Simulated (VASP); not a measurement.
Set up this calculation in VASP 6.6.1, as the native input.

* Task: relaxation of cell and atoms
* Functional: PBE
* Potentials or basis: VASP PAW PBE potentials, release 64 (Cu)
* Cutoff: 520 eV
* k mesh: 20 × 20 × 20
* Occupations: gaussian, width 0.1 eV
* Spin: no spin polarisation
* Further INCAR settings: ALGO = Normal; EDIFF = 1e-07; AMIX = 0.2; IBRION = 2; EDIFFG = -0.002; NSW = 80; ISIF = 3

The structure of Cu lies in POSCAR:

```
Cu                                      
1.0
   -0.0000000000      1.8169970333      1.8169970333
    1.8169970333     -0.0000000000      1.8169970333
    1.8169970333      1.8169970333      0.0000000000
  Cu            
     1
Direct
     0.0000000000000000    0.0000000000000000    0.0000000000000000
```

These files were run (other wordings do the same):

INCAR

```
ALGO = Normal ; AMIX = 0.2
EDIFF = 1E-7 ; EDIFFG = -0.002
ENCUT = 520 ; GGA = PE
IBRION = 2 ; ISIF = 3
ISMEAR = 0 ; LASPH = True
LCHARG = False ; LREAL = False
LWAVE = False ; NELM = 80
NSW = 80 ; PREC = Accurate
SIGMA = 0.1
```

KPOINTS

```
k-points
0
Gamma
  20 20 20
```

Potentials or basis: VASP PAW PBE potentials, release 64 (Cu).

Launch:

```sh
$ cat potpaw_PBE.64/Cu/POTCAR > POTCAR
$ mpirun -np 1 vasp_std > vasp.out
```

It gave:

```json
{
  "Relaxed volume": "12.00 Å³/atom",
  "Relaxed cell": "a = 2.570 Å, b = 2.570 Å, c = 2.570 Å, α = 60.00°, β = 60.00°, γ = 60.00°",
  "Space group after relaxing (to 0.05 Å)": "Fm-3m (No. 225)",
  "Energy gained by relaxing": "0.0 meV/atom",
  "Ionic steps": "12",
  "Pressure after relaxing": "0.0 GPa",
  "Band gap on the k mesh": "none (metal or under the smearing width)"
}
```

It took 75 s on 1 thread of AMD EPYC 9R45 96-Core Processor (Zen 5), on a shared host, peak memory 0.12 GiB.
